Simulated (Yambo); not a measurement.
A run of Yambo 5.3.0:

The input hf2.in:

```
rim_cut
HF_and_locXC
RandQpts= 1000000
RandGvec= 50 RL
EXXRLvcs= 84 Ry
VXCRLvcs= 84 Ry
% QPkrange
 1 | 1 | 13 | 17 |
 3 | 3 | 13 | 17 |
 13 | 13 | 13 | 17 |
%
```

The input scf.in:

```
&CONTROL
  calculation = 'scf'
  prefix = 'pwscf'
  outdir = './tmp'
  pseudo_dir = './pseudo'
/
&SYSTEM
  ibrav = 0
  nat = 2
  ntyp = 1
  ecutwfc = 84
  nbnd = 22
  occupations = 'smearing'
  smearing = 'fd'
  degauss = 0.00367493
  force_symmorphic = .true.
/
&ELECTRONS
  conv_thr = 4d-10
  electron_maxstep = 120
  mixing_beta = 0.5
/
ATOMIC_SPECIES
As    74.9216 As.upf
CELL_PARAMETERS angstrom
   1.8807968987    1.0858785957    3.5140619945
  -1.8807968987    1.0858785957    3.5140619945
   0.0000000000   -2.1717571915    3.5140619945
ATOMIC_POSITIONS crystal
As     0.2260000000    0.2260000000    0.2260000000
As     0.7740000000    0.7740000000    0.7740000000
K_POINTS automatic
10 10 10 0 0 0
```

The input nscf.in:

```
&CONTROL
  calculation = 'nscf'
  prefix = 'pwscf'
  outdir = './tmp'
  pseudo_dir = './pseudo'
/
&SYSTEM
  ibrav = 0
  nat = 2
  ntyp = 1
  ecutwfc = 84
  nbnd = 135
  occupations = 'smearing'
  smearing = 'fd'
  degauss = 0.00367493
  force_symmorphic = .true.
/
&ELECTRONS
  conv_thr = 1d-08
  diago_full_acc = .true.
  diago_thr_init = 1d-06
/
ATOMIC_SPECIES
As    74.9216 As.upf
CELL_PARAMETERS angstrom
   1.8807968987    1.0858785957    3.5140619945
  -1.8807968987    1.0858785957    3.5140619945
   0.0000000000   -2.1717571915    3.5140619945
ATOMIC_POSITIONS crystal
As     0.2260000000    0.2260000000    0.2260000000
As     0.7740000000    0.7740000000    0.7740000000
K_POINTS automatic
4 4 4 0 0 0
```

Potentials or basis: PseudoDojo 0.4.1 SR PBEsol standard.

The run is started by

```console
$ OMP_NUM_THREADS=1 pw.x -in scf.in > scf.out
$ OMP_NUM_THREADS=1 pw.x -in nscf.in > nscf.out
$ cd tmp/pwscf.save; p2y; mv SAVE ../..; cd ../..
$ OMP_NUM_THREADS=1 yambo
$ mkdir -p hf2; ln -s $PWD/g0w00/ndb.RIM hf2/
$ OMP_NUM_THREADS=1 yambo -F hf2.in -J hf2 -C hf2_out
```

Hardware: 1 thread of Intel(R) Xeon(R) 6975P-C (Granite Rapids), on a shared host.

Task: Estimate the wall time of this run.

Result: Run time: 110 s on 1 thread of Intel(R) Xeon(R) 6975P-C (Granite Rapids) (shared host).
